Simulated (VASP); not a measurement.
NiO2, 3 atoms in the cell. Symmetry: P-3m1, No. 164, trigonal system. Conventional cell: a = 2.799 Å, b = 2.799 Å, c = 4.618 Å, α = 90.00°, β = 90.00°, γ = 120.00°. Ni (site symmetry -3m) has 6 O at 1.88 Å as nearest neighbours. Around O (site symmetry 3m) lie 3 Ni at 1.88 Å. The cell comes from a database or a generator and needn't be the stable form of this composition.

```yaml
Program: VASP 6.6.1
Task: single point
Functional: PBEsol
Potentials_or_basis: VASP PAW PBE potentials, release 64 (Ni_pv, O)
Cutoff: 520 eV
k_mesh: 11 × 11 × 6
Occupations: gaussian, width 0.02 eV
Spin: collinear spin, ferromagnetic start
Starting_moments: "[1.0, 0.0, 0.0] μB"
Further_INCAR_settings: ALGO = Fast; EDIFF = 1.00e-06; NBANDS = 25
```

Potentials or basis: VASP PAW PBE potentials, release 64 (Ni_pv, O).

Launch:

```bash
$ python run.py
```

Hardware: 1 thread of Intel(R) Xeon(R) Platinum 8488C (Sapphire Rapids), with other jobs on the host.

Task: How long does it take, and how much memory?

Result: Wall time 75 s on 1 thread of Intel(R) Xeon(R) Platinum 8488C (Sapphire Rapids) (shared host), peak memory 0.22 GiB. Counts: scf iterations 16, k points 84.
